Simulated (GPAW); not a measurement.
# Magnetic state of free-standing triangular Ni monolayer, spacing 2.629 A from several starts

Wanted: the moments of free-standing triangular Ni monolayer, spacing 2.629 A and the energy of each order that was tried.

Main program and level: GPAW 26.7.0; PBE; plane waves with GPAW's PAW setups, scalar-relativistic.

### 1. Set-up

The cell holds 1 atom: 1 Ni. Its edges and angles: a = 2.629 Å, b = 2.629 Å, c = 14.000 Å, α = 90.0°, β = 90.0°, γ = 120.0°. model lattice. Vacuum lies along c.

### 2. Order 1, typed as ferro +

Parallel moments need no larger cell; this start tests for a ferromagnetic state only.

Contents of order1.py:

```python
import json
import numpy as np
from ase import Atoms
from ase.parallel import paropen, parprint
from gpaw import GPAW

atoms = Atoms(['Ni'],
    cell=[[2.629, 0.0, 0.0],
         [-1.3145, 2.276781, 0.0],
         [0.0, 0.0, 14.0]],
    scaled_positions=[[0.0, 0.0, 0.5]],
    pbc=True,
    magmoms=[1.0])
atoms.calc = GPAW(mode={'name': 'pw', 'ecut': 550},
    xc='PBE',
    kpts={'size': (12, 12, 1), 'gamma': True},
    occupations={'name': 'fermi-dirac', 'width': 0.1},
    convergence={'density': 1e-05, 'energy': 1e-05},
    maxiter=200,
    symmetry={'tolerance': 1e-4},
    txt='order1.txt')
e = atoms.get_potential_energy(force_consistent=True)
res = {'free_energy': e, 'energy_sigma0': atoms.get_potential_energy(), 'fermi_energy': atoms.calc.get_fermi_level()}
res['moments'] = atoms.get_magnetic_moments().tolist()
res['total'] = atoms.get_magnetic_moment()
parprint('site moments (muB):', np.round(res['moments'], 3))
parprint(f"total moment: {res['total']:.3f} muB")
parprint(f'free energy: {e:.6f} eV')
atoms.calc.write('order1.gpw')
with paropen('results.json', 'w') as f:
    json.dump(res, f)
```

Launch:

```
$ OMP_NUM_THREADS=1 python3 order1.py > order1.log
```

Numbers of over 12 decimals in the logs are rounded to 6 here.

Log:

```text
site moments (muB): [0.928]
total moment: 0.851 muB
free energy: -5.779329 eV

--- order1.txt ---
Input parameters:
  mode=PW(ecut=550),
  convergence={'density': 1e-05, 'energy': 1e-05},
  kpts=MonkhorstPack(size=(12, 12, 1), gamma=True),
  maxiter=200,
  occupations=Occupations(name='fermi-dirac', width=0.1),
  symmetry=Symmetry(tolerance=0.0001),
  xc=XC(name='PBE')

Diagonalizing LCAO Hamiltonian
Converting LCAO to pw mode

       Ni

Atoms  # Å, Bohr magnetons
|   | symbol |        x |        y |        z |    initial magnetic moments |
|---|--------|----------|----------|----------|-----------------------------|
| 0 |     Ni | 0.000000 | 0.000000 | 7.000000 | ( 0.0000,  0.0000,  1.0000) |

Unit cell  # Å
| periodic |         x |        y |         z |   lengths |     angles |
|----------|-----------|----------|-----------|-----------|------------|
|      yes |  2.629000 | 0.000000 |  0.000000 |  2.629000 |  90.000000 |
|      yes | -1.314500 | 2.276781 |  0.000000 |  2.629000 |  90.000000 |
|      yes |  0.000000 | 0.000000 | 14.000000 | 14.000000 | 119.999998 |

Number of symmetries: 24

BZ-sampling:
  Number of BZ points: 144
  Number of IBZ points: 19

  Monkhorst-Pack size: [12, 12, 1]
  Monkhorst-Pack shift: [0.041667, 0.041667, 0.0]

K-points  # in reciprocal-cell coordinates
|     |                                coordinates |     weight |
|-----|--------------------------------------------|------------|
|   0 | ( -0.00000000,  -0.00000000,   0.00000000) | 0.00694444 |
|   1 | (  0.08333333,  -0.00000000,   0.00000000) | 0.04166667 |
|   2 | (  0.16666667,  -0.08333333,   0.00000000) | 0.04166667 |
|   3 | (  0.16666667,  -0.00000000,   0.00000000) | 0.04166667 |
|   4 | (  0.25000000,  -0.08333333,   0.00000000) | 0.08333333 |
|   5 | (  0.25000000,  -0.00000000,   0.00000000) | 0.04166667 |
|   6 | (  0.33333333,  -0.16666667,   0.00000000) | 0.04166667 |
|   7 | (  0.33333333,  -0.08333333,   0.00000000) | 0.08333333 |
|   8 | (  0.33333333,  -0.00000000,   0.00000000) | 0.04166667 |
|   9 | (  0.33333333,   0.33333333,   0.00000000) | 0.01388889 |
| ... |                                            |            |
|  18 | (  0.50000000,   0.50000000,   0.00000000) | 0.02083333 |

Plane wave coefficients: 2481
Cutoff: 550.0 eV

Spin-components: 2 (collinear spins)
Bands:           12
Projectors:      6
Spin-degeneracy: 1
Datatype:        complex128

Parallelization:
  kpt:    1
  domain: 1
  band:   1

Density:
  Valence electrons: 16.0
  Components: 2
  Grid points: [15 15 80]
  Charge: 0.0  # |e|

Potential:
  Grid points: [15 15 80]

species:
  Ni:
    name:    Nickel
    Z:       28.0
    valence: 16
    core:    12
    charge:  0.0  # [|e|]
    compensation charges:
      type: gauss
      rc: 0.36  # [Å]
      lmax: 2
    cutoffs:
      filter: 2.14  # [Å]
      core: 1.98  # [Å]
    projectors
    | kind |    occ | energy [eV] | rcut [Å] |
    |------|--------|-------------|----------|
    |   4s |  2.000 |      -5.642 |    1.164 |
    |   3p |  6.000 |     -71.394 |    1.207 |
    |   4p |  0.000 |      -1.226 |    1.207 |
    |   3d |  8.000 |      -8.875 |    1.138 |
    |    s |        |      21.570 |    1.164 |
    |    d |        |      18.337 |    1.138 |

    Using partial waves for Ni as LCAO basis

Reference energy: -41367.998447  # eV

eigensolver:
  PPCG
  Converge bands: occupied
  niter=2

density mixing:
  MSR1-Mixer
  Pratt-step length: 0.05
  Maximum mixing coefficient: 0.75
  Old densities: 10
  SVD Regularization: 0.005
  Good broyden scale: 1.0
  Trust region scale: 1.0
  Backstep threshold: 4.0
  History deletion threshold: 6.0
  Fourier metric: weight=20.0, sigma=0.015

occupation numbers:
  Fermi-Dirac:
    width: 0.1000  # eV

poisson solver:
  ecut: 4400.0  # eV

xc functional:
  name: PBE with 2 nearest neighbor stencil

convergence criteria:
- Maximum integral of absolute [dens]ity change: 1e-05 electrons / valence electron
- Maximum [total energy] change in last 3 cyles: 1e-05 eV / valence electron
- Maximum integral of absolute [eigenst]ate change: 4e-08 eV^2 / valence electron
maximum number of iterations: 200

SCF iterations
|iter     |      energy | eigst |  dens |  magmom |
|---------|-------------|-------|-------|---------|
|iter:   1|       0s |   -6.297687 | +0.25 |       |  +1.0009|
|iter:   2|       2s |   -6.009611 | -0.99 | -1.02 |  +0.9870|
|iter:   3|       3s |   -5.716931 | -1.32 | -1.18 |  +0.9671|
|iter:   4|       4s |   -5.713367 | -2.43 | -1.63 |  +0.9376|
|iter:   5|       5s |   -5.720101 | -2.41 | -1.75 |  +0.8822|
|iter:   6|       6s |   -5.723336 | -3.29 | -2.20 |  +0.8702|
|iter:   7|       7s |   -5.731093 | -3.18 | -2.32 |  +0.8456|
|iter:   8|       8s |   -5.732798 | -3.93 | -2.56 |  +0.8468|
|iter:   9|       9s |   -5.736033 | -3.73 | -2.78 |  +0.8504|
|iter:  10|      10s |   -5.736084 | -4.95 | -3.41 |  +0.8509|
|iter:  11|      11s |   -5.736052c| -5.64 | -3.93 |  +0.8512|
|iter:  12|      12s |   -5.736166c| -5.93 | -4.24 |  +0.8515|
|iter:  13|      13s |   -5.736170c| -6.73 | -4.65 |  +0.8513|
|iter:  14|      14s |   -5.736183c| -7.13 | -5.16c|  +0.8512|
|iter:  15|      14s |   -5.736182c| -7.73c| -5.61c|  +0.8512|

Converged in 15 steps
Energy contributions relative to reference atoms: (reference = -41367.998447)

Energy contributions:
  Kinetic:           2.445637
  Coulomb:          -1.656617
  Zero:              0.119798
  External:          0.000000
  Xc:               -6.601852
  Entropy:          -0.086295
  Spinorbit:         0.000000
  ----------------------------
  Free energy:      -5.779329
  Extrapolated:     -5.736182

dipole moment: (-2.658248, -4.604220, 0.000002)  # |e|*Ang

Total magnetic moment: (0.000000, 0.000000, 0.851229)

Local magnetic moments
|        x |        y |        z |
|----------|----------|----------|
| 0.000000 | 0.000000 | 0.927958 |  # Ni   0

Fermi level: -3.365
Eigenvalues  # (at kpt = [-0.000, -0.000, 0.000])
| band index |      eig [eV] | occ [0-1] |      eig [eV] | occ [0-1] |
|------------|---------------|-----------|---------------|-----------|
|          0 |       -67.047 |     1.000 |       -65.951 |     1.000 |
|          1 |       -67.047 |     1.000 |       -65.951 |     1.000 |
|          2 |       -66.766 |     1.000 |       -65.653 |     1.000 |
|          3 |        -8.360 |     1.000 |        -8.360 |     1.000 |
|          4 |        -5.155 |     1.000 |        -4.366 |     1.000 |
|          5 |        -5.155 |     1.000 |        -4.291 |     1.000 |
|          6 |        -4.857 |     1.000 |        -4.291 |     1.000 |
|          7 |        -4.306 |     1.000 |        -3.058 |     0.044 |
|          8 |        -4.306 |     1.000 |        -3.058 |     0.044 |
|          9 |        -2.119 |     0.000 |        -2.212 |     0.000 |
|         10 |         1.459 |     0.000 |         1.404 |     0.000 |
|         11 |         2.520 |     0.000 |         2.434 |     0.000 |

No gap
No difference between direct/indirect transitions
```

Wall time 18 s (1 MPI rank of Intel Xeon Platinum 8375C at 2.90GHz (Ice Lake), shared host); peak memory 0.19 GiB.

Numbers from this step:

```
magnetization  : 0.8512 μB
final state    : ferromagnetic
largest moment : 0.9280 μB
```

After 15 cycles the largest moment stands at 0.928 μB.

### 3. Run 2 (antiferro q=(0,1/2,0) +-)

Reversing part of the moments tests the sign of the couplings between them.

This order needs a doubled cell of 2 atoms. Its mesh is chosen so that both cells sample the same points.

order2.py is the script of step 2 with these lines changed:

```diff
@@ -6,12 +6,13 @@
 
-atoms = Atoms(['Ni'],
+atoms = Atoms(['Ni', 'Ni'],
     cell=[[2.629, 0.0, 0.0],
-         [-1.3145, 2.276781, 0.0],
+         [-2.629, 4.553562, 0.0],
          [0.0, 0.0, 14.0]],
-    scaled_positions=[[0.0, 0.0, 0.5]],
+    scaled_positions=[[0.0, 0.0, 0.5],
+         [0.0, 0.5, 0.5]],
     pbc=True,
-    magmoms=[1.0])
+    magmoms=[1.0, -1.0])
 atoms.calc = GPAW(mode={'name': 'pw', 'ecut': 550},
     xc='PBE',
-    kpts={'size': (12, 12, 1), 'gamma': True},
+    kpts={'size': (12, 6, 1), 'gamma': True},
     occupations={'name': 'fermi-dirac', 'width': 0.1},
@@ -20,3 +21,3 @@
     symmetry={'tolerance': 1e-4},
-    txt='order1.txt')
+    txt='order2.txt')
 e = atoms.get_potential_energy(force_consistent=True)
@@ -28,3 +29,3 @@
 parprint(f'free energy: {e:.6f} eV')
-atoms.calc.write('order1.gpw')
+atoms.calc.write('order2.gpw')
 with paropen('results.json', 'w') as f:
```

Launch:

```
$ OMP_NUM_THREADS=1 python3 order2.py > order2.log
```

Log:

```text
site moments (muB): [ 0.686 -0.687]
total moment: -0.000 muB
free energy: -11.388700 eV

--- order2.txt ---
Input parameters:
  mode=PW(ecut=550),
  convergence={'density': 1e-05, 'energy': 1e-05},
  kpts=MonkhorstPack(size=(12, 6, 1), gamma=True),
  maxiter=200,
  occupations=Occupations(name='fermi-dirac', width=0.1),
  symmetry=Symmetry(tolerance=0.0001),
  xc=XC(name='PBE')

Diagonalizing LCAO Hamiltonian
Converting LCAO to pw mode

         Ni
          Ni

Atoms  # Å, Bohr magnetons
|   | symbol |         x |        y |        z |    initial magnetic moments |
|---|--------|-----------|----------|----------|-----------------------------|
| 0 |     Ni |  0.000000 | 0.000000 | 7.000000 | ( 0.0000,  0.0000,  1.0000) |
| 1 |     Ni | -1.314500 | 2.276781 | 7.000000 | ( 0.0000,  0.0000, -1.0000) |

Unit cell  # Å
| periodic |         x |        y |         z |   lengths |     angles |
|----------|-----------|----------|-----------|-----------|------------|
|      yes |  2.629000 | 0.000000 |  0.000000 |  2.629000 |  90.000000 |
|      yes | -2.629000 | 4.553562 |  0.000000 |  5.258000 |  90.000000 |
|      yes |  0.000000 | 0.000000 | 14.000000 | 14.000000 | 119.999998 |

Number of symmetries: 4

BZ-sampling:
  Number of BZ points: 72
  Number of IBZ points: 38

  Monkhorst-Pack size: [12, 6, 1]
  Monkhorst-Pack shift: [0.041667, 0.083333, 0.0]

Plane wave coefficients: 4944
Cutoff: 550.0 eV

Spin-components: 2 (collinear spins)
Bands:           24
Projectors:      12
Spin-degeneracy: 1
Datatype:        complex128

Parallelization:
  kpt:    1
  domain: 1
  band:   1

Density:
  Valence electrons: 32.0
  Components: 2
  Grid points: [15 30 80]
  Charge: 0.0  # |e|

Potential:
  Grid points: [15 30 80]

[... setups left out ...]
Reference energy: -82735.996895  # eV

eigensolver:
  PPCG
  Converge bands: occupied
  niter=2

density mixing:
  MSR1-Mixer
  Pratt-step length: 0.05
  Maximum mixing coefficient: 0.75
  Old densities: 10
  SVD Regularization: 0.005
  Good broyden scale: 1.0
  Trust region scale: 1.0
  Backstep threshold: 4.0
  History deletion threshold: 6.0
  Fourier metric: weight=20.0, sigma=0.015

occupation numbers:
  Fermi-Dirac:
    width: 0.1000  # eV

poisson solver:
  ecut: 4400.0  # eV

xc functional:
  name: PBE with 2 nearest neighbor stencil

convergence criteria:
- Maximum integral of absolute [dens]ity change: 1e-05 electrons / valence electron
- Maximum [total energy] change in last 3 cyles: 1e-05 eV / valence electron
- Maximum integral of absolute [eigenst]ate change: 4e-08 eV^2 / valence electron
maximum number of iterations: 200

SCF iterations
|iter     |      energy | eigst |  dens |  magmom |
|---------|-------------|-------|-------|---------|
|iter:   1|       0s |  -12.495072 | +0.24 |       |  -0.0000|
|iter:   2|      10s |  -11.850042 | -0.88 | -0.99 |  -0.0000|
|iter:   3|      19s |  -11.242605 | -1.29 | -1.13 |  -0.0000|
|iter:   4|      29s |  -11.233903 | -2.39 | -1.64 |  +0.0000|
|iter:   5|      41s |  -11.241381 | -2.37 | -1.73 |  -0.0000|
|iter:   6|      54s |  -11.245516 | -3.34 | -2.20 |  +0.0000|
|iter:   7|      65s |  -11.250496 | -3.40 | -2.33 |  -0.0007|
|iter:   8|      77s |  -11.263298 | -3.70 | -2.49 |  +0.0062|
|iter:   9|      87s |  -11.250566 | -3.77 | -1.65 |  +0.0001|
|iter:  10|      99s |  -11.251327 | -4.87 | -2.88 |  -0.0003|
|iter:  11|     110s |  -11.251850 | -4.82 | -2.81 |  -0.0001|
|iter:  12|     121s |  -11.252414 | -5.21 | -3.39 |  -0.0001|
|iter:  13|     133s |  -11.253129 | -5.17 | -3.51 |  -0.0001|
|iter:  14|     145s |  -11.254172 | -4.88 | -3.60 |  -0.0001|
|iter:  15|     155s |  -11.254877 | -5.08 | -3.72 |  -0.0002|
|iter:  16|     166s |  -11.255405 | -5.28 | -3.84 |  -0.0002|
|iter:  17|     177s |  -11.255488 | -6.09 | -4.22 |  -0.0003|
|iter:  18|     189s |  -11.255444c| -6.93 | -4.45 |  -0.0003|
|iter:  19|     199s |  -11.255300c| -6.68 | -4.67 |  -0.0003|
|iter:  20|     209s |  -11.255305c| -7.75c| -4.95 |  -0.0003|
|iter:  21|     213s |  -11.255299c| -8.20c| -5.09c|  -0.0004|

Converged in 21 steps
Energy contributions relative to reference atoms: (reference = -82735.996895)

Energy contributions:
  Kinetic:           5.175183
  Coulomb:          -3.496696
  Zero:              0.237273
  External:          0.000000
  Xc:              -13.037658
  Entropy:          -0.266802
  Spinorbit:         0.000000
  ----------------------------
  Free energy:     -11.388700
  Extrapolated:    -11.255299

dipole moment: (-5.313146, -9.202624, 0.000007)  # |e|*Ang

Total magnetic moment: (0.000000, 0.000000, -0.000363)

Local magnetic moments
|        x |        y |         z |
|----------|----------|-----------|
| 0.000000 | 0.000000 |  0.686289 |  # Ni   0
| 0.000000 | 0.000000 | -0.686685 |  # Ni   1

Fermi level: -3.459
Eigenvalues  # (at kpt = [-0.000, 0.000, 0.000])
| band index |      eig [eV] | occ [0-1] |      eig [eV] | occ [0-1] |
|------------|---------------|-----------|---------------|-----------|
|          0 |       -66.878 |     1.000 |       -66.878 |     1.000 |
|        ... |               |           |               |           |
|          7 |        -6.069 |     1.000 |        -6.069 |     1.000 |
|          8 |        -4.987 |     1.000 |        -4.988 |     1.000 |
|          9 |        -4.687 |     1.000 |        -4.688 |     1.000 |
|         10 |        -4.676 |     1.000 |        -4.676 |     1.000 |
|         11 |        -4.586 |     1.000 |        -4.586 |     1.000 |
|         12 |        -4.257 |     1.000 |        -4.257 |     1.000 |
|         13 |        -3.688 |     0.908 |        -3.688 |     0.908 |
|         14 |        -3.495 |     0.588 |        -3.495 |     0.589 |
|         15 |        -3.227 |     0.089 |        -3.227 |     0.090 |
|         16 |        -3.220 |     0.084 |        -3.220 |     0.084 |
|         17 |        -2.134 |     0.000 |        -2.134 |     0.000 |
|         18 |        -1.187 |     0.000 |        -1.187 |     0.000 |
|         19 |         1.417 |     0.000 |         1.417 |     0.000 |
|         20 |         2.156 |     0.000 |         2.156 |     0.000 |
|         21 |         2.463 |     0.000 |         2.463 |     0.000 |
|         22 |         2.975 |     0.000 |         2.975 |     0.000 |
|         23 |         4.827 |     0.000 |         4.827 |     0.000 |

No gap
No difference between direct/indirect transitions
```

Elapsed: 3.8 min, on 1 MPI rank; peak memory 0.39 GiB.

Numbers from this step:

```
magnetization  : 0 μB
final state    : antiferromagnetic
largest moment : 0.6867 μB
```

It lies 85.0 meV a seeded atom over the first start, and its largest moment is 0.687 μB against 0.928 μB.

### 4. Order 3, typed as no spin polarisation

This run holds no moments, which gives a state to set the others against.

Contents of nospin.py:

```python
import json
import numpy as np
from ase import Atoms
from ase.parallel import paropen, parprint
from gpaw import GPAW

atoms = Atoms(['Ni'],
    cell=[[2.629, 0.0, 0.0],
         [-1.3145, 2.276781, 0.0],
         [0.0, 0.0, 14.0]],
    scaled_positions=[[0.0, 0.0, 0.5]],
    pbc=True)
atoms.calc = GPAW(mode={'name': 'pw', 'ecut': 550},
    xc='PBE',
    kpts={'size': (12, 12, 1), 'gamma': True},
    occupations={'name': 'fermi-dirac', 'width': 0.1},
    convergence={'density': 1e-05, 'energy': 1e-05},
    maxiter=200,
    symmetry={'tolerance': 1e-4},
    txt='nospin.txt')
e = atoms.get_potential_energy(force_consistent=True)
res = {'free_energy': e, 'energy_sigma0': atoms.get_potential_energy(), 'fermi_energy': atoms.calc.get_fermi_level()}
parprint(f'free energy: {e:.6f} eV')
atoms.calc.write('nospin.gpw')
with paropen('results.json', 'w') as f:
    json.dump(res, f)
```

Launch:

```
$ OMP_NUM_THREADS=1 python3 nospin.py > nospin.log
```

Log:

```text
free energy: -5.664139 eV

--- nospin.txt ---
Input parameters:
  mode=PW(ecut=550),
  convergence={'density': 1e-05, 'energy': 1e-05},
  kpts=MonkhorstPack(size=(12, 12, 1), gamma=True),
  maxiter=200,
  occupations=Occupations(name='fermi-dirac', width=0.1),
  symmetry=Symmetry(tolerance=0.0001),
  xc=XC(name='PBE')

Diagonalizing LCAO Hamiltonian
Converting LCAO to pw mode

       Ni

Atoms  # Å, Bohr magnetons
[...]
|------------|---------------|-----------|
|          0 |       -66.436 |     2.000 |
|          1 |       -66.436 |     2.000 |
|          2 |       -66.043 |     2.000 |
|          3 |        -8.305 |     2.000 |
|          4 |        -4.676 |     2.000 |
[...]
|          8 |        -3.562 |     0.742 |
|          9 |        -2.132 |     0.000 |
|         10 |         1.422 |     0.000 |
|         11 |         2.468 |     0.000 |

No gap
No difference between direct/indirect transitions


[key lines of the parts left out:]
Free energy:      -5.664139
Converged in 13 steps
dipole moment: (-2.654383, -4.597527, 0.000002)  # |e|*Ang
Fermi level: -3.615
```

Run time: 11 s. Hardware: 1 MPI rank; peak memory 0.17 GiB.

This step gave:

* final state: non-magnetic (no spin polarisation)

It lies 115 meV a seeded atom over the first start.

### 5. Ranking

These are free energies at a smearing of 0.1 eV, so its entropy term is in the differences. They are divided by the number of seeded atoms, so that cells of unlike size compare. Wavevectors q in the names are fractions of the reciprocal vectors of the first run's cell.

Orders:

```csv
start,final state,typed order kept,energy over the lowest (meV a seeded atom),largest site moment (μB),net moment (μB a primitive cell),mesh matched,CPU time (s)
ferro +,ferromagnetic,yes,0,0.928,0.8512,yes,18.06
"antiferro q=(0,1/2,0) +-",antiferromagnetic,yes,84.98,0.6867,1.81e-4,yes,228.8
no spin polarisation,non-magnetic,-,115.2,0,0,yes,10.45
```

### 6. Results

* lowest state found: ferromagnetic (typed ferro +)
* largest site moment: 0.928 μB
* next state: antiferromagnetic, 85.0 meV a seeded atom higher
* energy gained by spin polarisation: 115 meV a seeded atom

**Reading.** The lowest state found is ferromagnetic, reached from the start ferro +, with moments up to 0.928 μB. The next state costs 85 meV a seeded atom. Only 3 starts are shown; other collinear patterns, canted and longer-period orders are not.

[Logs and program files are shortened in this print: banners, set-up blocks, solver, clock and traceback lines can be left out without a mark of their own.]

[Logs are printed without paths, hosts, clocks, repeated set-up lines and the standing remarks that a program may print on its own settings, such as how far it seeks lower states.]

[Hosts, paths, dates, database ids (printed as entryN), source tags and the programs' standing remarks are cut or masked in the printed files.]

[Where a cell is said to come from a database of computed structures, the database is the Materials Project.]
